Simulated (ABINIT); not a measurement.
# MgO (Fm-3m) in ABINIT: further runs

One crystal, MgO, is run at these levels: PBE, r2SCAN; tasks: single point.

Everything below comes from runs of ABINIT 10.8.3 (patched build). Logs are shortened: lines on timing, memory, paths and dates and some standing lists are left out, and cuts for length are marked. The log counts tension as positive stress, the text compression.

**Experimental background.**

From “Electronic structure of alkaline earth and post-transition metal oxides”, 2009, arxiv:0908.1581, for a bulk crystal of MgO: band gap 7.83 eV.

How close the calculation comes is told below.

## (1) The crystal as given

The structure is cubic, space group Fm-3m (No. 225). The conventional cell has a = 4.194 Å, b = 4.194 Å, c = 4.194 Å, α = 90.00°, β = 90.00°, γ = 90.00°. Mg (site symmetry m-3m) has 6 O at 2.10 Å as nearest neighbours. O (site symmetry m-3m) has 6 Mg at 2.10 Å as nearest neighbours.

The cell is a database's computed one.

## (2) Single point, PBE

Input file run.abi:

```
pp_dirpath "./"
pseudos "Mg.GGA_PBE-JTH.xml, O.GGA_PBE-JTH.xml"

acell 2.9656078099 2.9656078099 2.9656078099 Angstrom
rprim
     0.0000000000     0.7071067812     0.7071067812
     0.7071067812     0.0000000000     0.7071067812
     0.7071067812     0.7071067812     0.0000000000
ntypat 2
znucl 12 8
natom 2
typat 1 2
xred
     0.0000000000     0.0000000000     0.0000000000
     0.5000000000     0.5000000000     0.5000000000

ecut 23.0
pawecutdg 45.0

kptopt 1
ngkpt 7 7 7
nshiftk 1
shiftk 0.0 0.0 0.0

ixc 11

nband 12
occopt 3
tsmear 0.00183747

nstep 100
tolvrs 1.0e-9

iomode 3
prtwf 0
prteig 0
prtebands 0
prtden 1
prtvha 1
prtvclmb 1
prtpot 1
```

Potentials or basis: JTH PAW PBE v2.0.

Started as:

```console
$ abinit run.abi > log 2>&1
```

run.abo:

```text
.Version 10.8.3 of ABINIT
 Symmetries : space group Fm -3 m (#225); Bravais cF (face-center cubic)
================================================================================
 Values of the parameters that define the memory need of the present run
     intxc =       0    ionmov =       0      iscf =      17    lmnmax =       8
     lnmax =       4     mgfft =      27  mpssoang =       2    mqgrid =    3001
     natom =       2  nloc_mem =       2    nspden =       1   nspinor =       1
    nsppol =       1      nsym =      48    n1xccc =       1    ntypat =       2
    occopt =       3   xclevel =       2
       mpw =         668          nfft =       19683          nkpt =          20
 PAW method is used; the additional fine FFT grid is defined by:
   mgfftf=        36    nfftf =     46656
================================================================================
================================================================================

--------------------------------------------------------------------------------
------------- Echo of variables that govern the present computation ------------
--------------------------------------------------------------------------------
 -outvars: echo values of preprocessed input variables --------
            acell      5.6041865576E+00  5.6041865576E+00  5.6041865576E+00 Bohr
              amu      2.43050000E+01  1.59994000E+01
             ecut      2.30000000E+01 Hartree
              ixc          11
         kptrlatt        7    0    0      0    7    0      0    0    7
          kptrlen      3.92293059E+01
            natom           2
            nband          12
            ngfft          27      27      27
          ngfftdg          36      36      36
             nkpt          20
            nstep         100
             nsym          48
           ntypat           2
           occopt           3
        pawecutdg      4.50000000E+01 Hartree
         pawxcdev           0
        prtebands           0
           prteig           0
           prtpot           1
         prtvclmb           1
           prtvha           1
            prtwf           0
            rprim      0.0000000000E+00  7.0710678120E-01  7.0710678120E-01
                       7.0710678120E-01  0.0000000000E+00  7.0710678120E-01
                       7.0710678120E-01  7.0710678120E-01  0.0000000000E+00
          spgroup         225
           tolvrs      1.00000000E-09
           tsmear      1.83747000E-03 Hartree
            typat      1  2
           useylm           1
           xangst      0.0000000000E+00  0.0000000000E+00  0.0000000000E+00
                       2.0970013928E+00  2.0970013928E+00  2.0970013928E+00
            xcart      0.0000000000E+00  0.0000000000E+00  0.0000000000E+00
                       3.9627583180E+00  3.9627583180E+00  3.9627583180E+00
             xred      0.0000000000E+00  0.0000000000E+00  0.0000000000E+00
                       5.0000000000E-01  5.0000000000E-01  5.0000000000E-01
            znucl       12.00000    8.00000

================================================================================

 chkinp: Checking input parameters for consistency.

================================================================================
== DATASET  1 ==================================================================

--- !DatasetInfo
iteration_state: {dtset: 1, }
dimensions: {natom: 2, nkpt: 20, mband: 12, nsppol: 1, nspinor: 1, nspden: 1, mpw: 668, }
cutoff_energies: {ecut:  23.0, pawecutdg:  45.0, }
electrons: {nelect:   1.60000000E+01, charge:   0.00000000E+00, occopt:   3.00000000E+00, tsmear:   1.83747000E-03, }
meta: {optdriver: 0, ionmov: 0, optcell: 0, iscf: 17, paral_kgb: 0, }
...

 Exchange-correlation functional for the present dataset will be:
  GGA: Perdew-Burke-Ernzerhof functional - ixc=11
  J.P.Perdew, K.Burke, M.Ernzerhof, PRL 77, 3865 (1996)

 Real(R)+Recip(G) space primitive vectors, cartesian coordinates (Bohr,Bohr^-1):
 R(1)=  0.0000000  3.9627583  3.9627583  G(1)= -0.1261747  0.1261747  0.1261747
 R(2)=  3.9627583  0.0000000  3.9627583  G(2)=  0.1261747 -0.1261747  0.1261747
 R(3)=  3.9627583  3.9627583  0.0000000  G(3)=  0.1261747  0.1261747 -0.1261747
 Unit cell volume ucvol=  1.2445798E+02 bohr^3
 Angles (23,13,12)=  6.00000000E+01  6.00000000E+01  6.00000000E+01 degrees

 Coarse grid specifications (used for wave-functions):

 getcut: wavevector=  0.0000  0.0000  0.0000  ngfft=  27  27  27
         ecut(hartree)=     23.000   => boxcut(ratio)=   2.15215

 Fine grid specifications (used for densities):

 getcut: wavevector=  0.0000  0.0000  0.0000  ngfft=  36  36  36
         ecut(hartree)=     45.000   => boxcut(ratio)=   2.12725

--- Pseudopotential description ------------------------------------------------
- pspini: atom type   1  psp file is ./Mg.GGA_PBE-JTH.xml
 Pseudopotential format is: paw10
 basis_size (lnmax)=  4 (lmn_size=  8), orbitals=   0   0   1   1
 Spheres core radius: rc_sph= 1.90157919
 Shapefunction is SIN type: shapef(r)=[sin(pi*r/rshp)/(pi*r/rshp)]**2
 Radius for shape functions =  1.70710089
 Compensation charge density is not taken into account in XC energy/potential

- pspini: atom type   2  psp file is ./O.GGA_PBE-JTH.xml
 Pseudopotential format is: paw10
 basis_size (lnmax)=  4 (lmn_size=  8), orbitals=   0   0   1   1
 Spheres core radius: rc_sph= 1.41465230
 Shapefunction is SIN type: shapef(r)=[sin(pi*r/rshp)/(pi*r/rshp)]**2
 Radius for shape functions =  1.20231231
 Compensation charge density is not taken into account in XC energy/potential

   2.59069307E+02                                ecore*ucvol(ha*bohr**3)
--------------------------------------------------------------------------------

================================================================================

--- !BeginCycle
iteration_state: {dtset: 1, }
solver: {iscf: 17, nstep: 100, nline: 4, wfoptalg: 10, }
tolerances: {tolvrs: 1.00E-09, }
...

     iter   Etot(hartree)      deltaE(h)  residm     nres2
 ETOT  1  -77.971687152382    -7.797E+01 1.465E+01 1.184E+01
 ETOT  2  -79.856353499412    -1.885E+00 1.271E-02 3.412E+00
 ETOT  3  -79.843793312997     1.256E-02 9.665E-03 8.801E-01
 ETOT  4  -79.843551612731     2.417E-04 5.101E-03 9.854E-02
 ETOT  5  -79.843575904503    -2.429E-05 5.741E-04 2.114E-03
 ETOT  6  -79.843596347520    -2.044E-05 1.319E-04 6.125E-04
 ETOT  7  -79.843593591804     2.756E-06 4.951E-05 6.561E-05
 ETOT  8  -79.843593382601     2.092E-07 8.928E-05 6.117E-06
 ETOT  9  -79.843593388440    -5.839E-09 4.488E-05 1.442E-06
 ETOT 10  -79.843593386173     2.268E-09 1.032E-04 4.617E-07
 ETOT 11  -79.843593385806     3.669E-10 4.765E-05 2.445E-07
 ETOT 12  -79.843593385611     1.946E-10 1.034E-04 2.531E-09
 ETOT 13  -79.843593385608     3.411E-12 4.557E-05 5.522E-10

 At SCF step   13       nres2   =  5.52E-10 < tolvrs=  1.00E-09 =>converged.

 Cartesian components of stress tensor (hartree/bohr^3)
  sigma(1 1)= -2.40331107E-04  sigma(3 2)=  0.00000000E+00
  sigma(2 2)= -2.40331107E-04  sigma(3 1)=  0.00000000E+00
  sigma(3 3)= -2.40331107E-04  sigma(2 1)=  0.00000000E+00

--- !ResultsGS
iteration_state: {dtset: 1, }
comment   : Summary of ground state results
lattice_vectors:
- [  0.0000000,   3.9627583,   3.9627583, ]
- [  3.9627583,   0.0000000,   3.9627583, ]
- [  3.9627583,   3.9627583,   0.0000000, ]
lattice_lengths: [   5.60419,    5.60419,    5.60419, ]
lattice_angles: [ 60.000,  60.000,  60.000, ] # degrees, (23, 13, 12)
lattice_volume:   1.2445798E+02
convergence: {deltae:  3.411E-12, res2:  5.522E-10, residm:  4.557E-05, diffor: null, }
etotal    :  -7.98435934E+01
entropy   :   0.00000000E+00
fermie    :   3.12772821E-01
cartesian_stress_tensor: # hartree/bohr^3
- [ -2.40331107E-04,   0.00000000E+00,   0.00000000E+00, ]
- [  0.00000000E+00,  -2.40331107E-04,   0.00000000E+00, ]
- [  0.00000000E+00,   0.00000000E+00,  -2.40331107E-04, ]
pressure_GPa:   7.0708E+00
xred      :
- [  0.0000E+00,   0.0000E+00,   0.0000E+00, Mg]
- [  5.0000E-01,   5.0000E-01,   5.0000E-01,  O]
cartesian_forces: # hartree/bohr
- [ -0.00000000E+00,  -0.00000000E+00,  -0.00000000E+00, ]
- [ -0.00000000E+00,  -0.00000000E+00,  -0.00000000E+00, ]
force_length_stats: {min:   0.00000000E+00, max:   0.00000000E+00, mean:   0.00000000E+00, }
...

 Integrated electronic density in atomic spheres:
 ------------------------------------------------
 Atom  Sphere_radius  Integrated_density
    1        1.90158          8.30130092
    2        1.41465          4.60371844

================================================================================

 ----iterations are completed or convergence reached----

 Mean square residual over all n,k,spin=   18.995E-08; max=  45.570E-06
 reduced coordinates (array xred) for    2 atoms
       0.000000000000      0.000000000000      0.000000000000
       0.500000000000      0.500000000000      0.500000000000
 rms dE/dt=  0.0000E+00; max dE/dt=  0.0000E+00; dE/dt below (all hartree)
    1       0.000000000000      0.000000000000      0.000000000000
    2       0.000000000000      0.000000000000      0.000000000000

 cartesian coordinates (angstrom) at end:
    1      0.00000000000000     0.00000000000000     0.00000000000000
    2      2.09700139275997     2.09700139275997     2.09700139275997

 cartesian forces (hartree/bohr) at end:
    1     -0.00000000000000    -0.00000000000000    -0.00000000000000
    2     -0.00000000000000    -0.00000000000000    -0.00000000000000
 frms,max,avg= 0.0000000E+00 0.0000000E+00   0.000E+00  0.000E+00  0.000E+00 h/b

 cartesian forces (eV/Angstrom) at end:
    1     -0.00000000000000    -0.00000000000000    -0.00000000000000
    2     -0.00000000000000    -0.00000000000000    -0.00000000000000
 frms,max,avg= 0.0000000E+00 0.0000000E+00   0.000E+00  0.000E+00  0.000E+00 e/A
 length scales=  5.604186557564  5.604186557564  5.604186557564 bohr
              =  2.965607809900  2.965607809900  2.965607809900 angstroms
 Fermi (or HOMO) energy (hartree) =   0.31277   Average Vxc (hartree)=  -0.39883
 Eigenvalues (hartree) for nkpt=  20  k points:
 kpt#   1, nband= 12, wtk=  0.00292, kpt=  0.0000  0.0000  0.0000 (reduced coord)
  -2.44688   -1.22385   -1.22385   -1.22385   -0.42997    0.20641    0.20641    0.20641
   0.38484    0.78995    0.78995    0.78995
      occupation numbers for kpt#   1
   2.00000    2.00000    2.00000    2.00000    2.00000    2.00000    2.00000    2.00000
   0.00000    0.00000    0.00000    0.00000
 prteigrs : prtvol=0 or 1, do not print more k-points.

--- !EnergyTerms
iteration_state     : {dtset: 1, }
comment             : Components of total free energy in Hartree
kinetic             :  1.13134851222337E+01
hartree             :  1.44743226820320E+01
xc                  : -4.27559735163293E+00
Ewald energy        : -4.75873828112239E+01
psp_core            :  2.08158049527319E+00
local_psp           : -4.77917216092898E+01
PAW spherical_terms : -8.05828469684636E+00
internal            : -7.98435981694541E+01
'-kT*entropy'       :  1.25327346604707E-15
total_energy        : -7.98435981694541E+01
total_energy_eV     : -2.17265498905792E+03
...

--- !EnergyTermsDC
iteration_state     : {dtset: 1, }
comment             : '"Double-counting" decomposition of free energy'
band_energy         : -1.22119196996717E+01
Ewald energy        : -4.75873828112239E+01
psp_core            :  2.08158049527319E+00
xc_dc               : -1.31969474548988E+01
PAW spherical_terms : -8.92892391508656E+00
internal            : -7.98435933856078E+01
'-kT*entropy'       :  1.25327346604707E-15
total_energy_dc     : -7.98435933856078E+01
total_energy_dc_eV  : -2.17265485888283E+03
...

--- !EnergyTermsWithPAWCore
iteration_state     : {dtset: 1, }
comment             : 'Components of total free energy, including PAW core contributions'
Total energy        : -2.75715200328225E+02
Total energy DC     : -2.75715195544378E+02
Total energy (eV)   : -7.50259281001935E+03
Total energy DC (eV): -7.50259267984426E+03
...

 Cartesian components of stress tensor (hartree/bohr^3)
  sigma(1 1)= -2.40331107E-04  sigma(3 2)=  0.00000000E+00
  sigma(2 2)= -2.40331107E-04  sigma(3 1)=  0.00000000E+00
  sigma(3 3)= -2.40331107E-04  sigma(2 1)=  0.00000000E+00

-Cartesian components of stress tensor (GPa)         [Pressure=  7.0708E+00 GPa]
- sigma(1 1)= -7.07078529E+00  sigma(3 2)=  0.00000000E+00
- sigma(2 2)= -7.07078529E+00  sigma(3 1)=  0.00000000E+00
- sigma(3 3)= -7.07078529E+00  sigma(2 1)=  0.00000000E+00

== END DATASET(S) ==============================================================
================================================================================

 -outvars: echo values of variables after computation  --------
            acell      5.6041865576E+00  5.6041865576E+00  5.6041865576E+00 Bohr
           etotal     -7.9843593386E+01
            fcart     -0.0000000000E+00 -0.0000000000E+00 -0.0000000000E+00
                      -0.0000000000E+00 -0.0000000000E+00 -0.0000000000E+00
            rprim      0.0000000000E+00  7.0710678120E-01  7.0710678120E-01
                       7.0710678120E-01  0.0000000000E+00  7.0710678120E-01
                       7.0710678120E-01  7.0710678120E-01  0.0000000000E+00
           strten     -2.4033110725E-04 -2.4033110725E-04 -2.4033110725E-04
                       0.0000000000E+00  0.0000000000E+00  0.0000000000E+00
           xangst      0.0000000000E+00  0.0000000000E+00  0.0000000000E+00
                       2.0970013928E+00  2.0970013928E+00  2.0970013928E+00
             xred      0.0000000000E+00  0.0000000000E+00  0.0000000000E+00
                       5.0000000000E-01  5.0000000000E-01  5.0000000000E-01
 Calculation completed.
```

Run time: 6.9 s. Hardware: 1 thread of Arm Neoverse V2, shared host; peak memory 0.11 GiB.

Results:

```
Free energy                                           : -2172.6549 eV
Pressure                                              : 7.1 GPa
Band gap on the k mesh                                : 4.86 eV, direct
Valence electrons inside the program's atomic spheres : Mg 8.30; O 4.60
```

## (3) Single point, r2SCAN

Input file run.abi:

```
pp_dirpath "./"
pseudos "Mg.GGA_PBE-JTH.xml, O.GGA_PBE-JTH.xml"

acell 3*1.0
rprim
     0.0000000000     3.9627583152     3.9627583152
     3.9627583152     0.0000000000     3.9627583152
     3.9627583152     3.9627583152     0.0000000000
ntypat 2
znucl 12 8
natom 2
typat 1 2
xred
     0.0000000000     0.0000000000     0.0000000000
     0.5000000000     0.5000000000     0.5000000000

ecut 28.0
pawecutdg 50.0

kptopt 1
ngkpt 7 7 7
nshiftk 1
shiftk 0.0 0.0 0.0

ixc -497498
usekden 1
pawxcdev 0

nband 12
occopt 3
tsmear 0.00183747

nstep 100
tolvrs 1.0e-7

iomode 3
prtwf 0
prtden 0
prteig 0
prtebands 0
enunit 1
```

Potentials or basis: JTH PAW PBE v2.0.

Started as:

```console
$ abinit run.abi > log 2>&1
```

Wall time 35 s (1 thread of Arm Neoverse V2, shared host); peak memory 0.12 GiB.

The run converged. Its results:

```
Free energy                                           : -2156.0246 eV
Pressure                                              : 1.7 GPa
Band gap on the k mesh                                : 5.77 eV, direct
Valence electrons inside the program's atomic spheres : Mg 8.29; O 4.62
```

Levels at points of the mesh, in eV from the valence-band top:
```
           k point  band 4  band 5  band 6  band 7  band 8  band 9  band 10  band 11  band 12
(0.00, 0.00, 0.00)  -39.98  -18.25    0.00    0.00    0.00    5.77    16.92    16.92    16.92
```

Caveat: totals of a meta-GGA on PAW files have another zero than those of a GGA; the PAW data sets were made with another functional, which shifts forces and pressure a little.

## (4) Comparison with measurements

Step 2. Measured gap of MgO: 7.83 eV (quoted in “Electronic structure of alkaline earth and post-transition metal oxides”, 2009, arxiv:0908.1581). This calculation gives 4.86 eV (-2.97 eV). The value is that of PBE, without temperature or zero-point motion. Semilocal functionals fall short of measured gaps as a rule. The cell is a database's relaxed one, not the measured one, which moves gaps too.

Step 3. A measured gap of MgO is 7.83 eV (quoted in “Electronic structure of alkaline earth and post-transition metal oxides”, 2009, arxiv:0908.1581); the calculated 5.77 eV misses it by -2.06 eV. The value is that of r2SCAN, without temperature or zero-point motion. The cell is a database's relaxed one, not the measured one, which moves gaps too.
